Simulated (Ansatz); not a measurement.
The calculation used Ansatz, DFT PBE, scalar-relativistic, plane waves, PAW. Settings: cutoff 420 eV, Γ-centred meshes spaced at most about 0.3 Å⁻¹, and about 0.25 Å⁻¹ or finer for metals (2π included), Gaussian smearing. No spin polarisation.

Each guess is relaxed in cell and atoms at zero pressure, on a coarse mesh first where it starts far from rest and then on a converged one. The steps can't lower the symmetry of the start, but it can rise. Energies are static (0 K, no zero-point motion).

Two unrelaxed guesses for BeSe4:

A.

```
Be Se
1.0
     3.94845   -4.20029    0.00000
     3.94845    4.20029    0.00000
     0.00000    0.00000    3.51317
Be Se
1 4
Direct
  0.00000 0.00000 0.00000
  0.27967 0.27967 0.00000
  0.18155 0.81845 0.50000
  0.81845 0.18155 0.50000
  0.72033 0.72033 0.00000
```

B.

```
Be Se
1.0
    -3.50922    3.50922    2.17066
     3.50922   -3.50922    2.17066
     3.50922    3.50922   -2.17066
Be Se
1 4
Direct
  0.00000 0.00000 0.00000
  0.19961 0.59963 0.79924
  0.59963 0.80039 0.40002
  0.40037 0.19961 0.59998
  0.80039 0.40037 0.20076
```

Question: Which guess leads to the lower structure, and by how much?

Answer: B ends lower, by 52 meV/atom. A: Cmmm at 23.3 Å³/atom → Cmmm at 28.3 Å³/atom; B: I4/m at 21.4 Å³/atom → I4/m at 24.3 Å³/atom. Counting Se atoms around Be (those within 1.25 times the shortest such distance or 1.15 times the sum of covalent radii, 1.27 where that leaves under three), the end of A and the end of B both have Be 4. The end of A holds Se–Se pairs (shortest 2.24 Å); the end of B holds Se–Se chains (shortest 2.53 Å). End of A. Conventional cell: a = 7.976 Å, b = 10.026 Å, c = 3.535 Å. Be is surrounded by 4 Se at 2.19 Å; Se on a site of symmetry m2m has 1 Se at 2.24 Å; around Se on a site of symmetry 2mm lie 2 Be at 2.19 Å and 1 Se at 2.60 Å. End of B. Conventional cell: a = 7.430 Å, c = 4.401 Å. Be has 4 Se at 2.40 Å; Se has 1 Be at 2.40 Å and 2 Se at 2.53 Å.

Ends held by symmetry can be saddle points. Neither end is the lowest form computed: that has space group P-3m1 (No. 164) and lies 15 meV/atom below the better end. Even the lowest of the cells shown lies +0.13 eV/atom against the elements. No dispersion correction is applied, so the spacing and binding between layers, chains or molecules are poorly described (Cmmm), and this can change margins and order among such cells. Some candidate types were left out of the draw beforehand, so a known form may be missing.
